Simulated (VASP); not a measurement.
Runs of VASP 6.6.1 on Te2Mo. The cell holds a slab with vacuum, 3 atoms: a = 3.503 Å, b = 3.503 Å, c = 21.605 Å, α = 90.00°, β = 90.00°, γ = 120.00°. 

| task | level | cell | k mesh | cutoff (eV) | dipole correction | grid for exact exchange (PRECFOCK) | exchange at q = 0 | screening parameter | gap on the mesh (eV) | largest force (eV/Å) |
| --- | --- | --- | --- | --- | --- | --- | --- | --- | --- | --- |
| band structure | PBE+D3(BJ) | P-6m2, 76.51 Å³/atom | 9 × 9 × 1 | 520 | yes | - | - | - | 1.19 | - |
| band structure | PBE0 | P-6m2, 76.51 Å³/atom | 9 × 9 × 1 | 520 | yes | Fast | truncated | - | 2.29 | 0.43 |
| band structure | HSE06 | P-6m2, 76.51 Å³/atom | 9 × 9 × 1 | 520 | yes | Fast | - | 0.2 1/A | (a) | 0.43 |
| relaxation of cell and atoms | PBE+D3(BJ) | relaxed | 12 × 12 × 1 | 600 | - | - | - | - | 1.19 | - |

Alike in all rows: potentials or basis VASP PAW PBE potentials, release 64 (Te, Mo_sv); no spin polarisation; smearing gaussian 0.03 eV.

Task: Fill in the values left out.

Result: (a) 1.65.

Caveats: spin-orbit coupling is left out, which moves the levels of the heavy elements; the PAW data sets were made with another functional, which shifts forces and pressure a little (some runs).

A k mesh can miss the band edges, and the runs leave out spin-orbit coupling on Mo, Te.
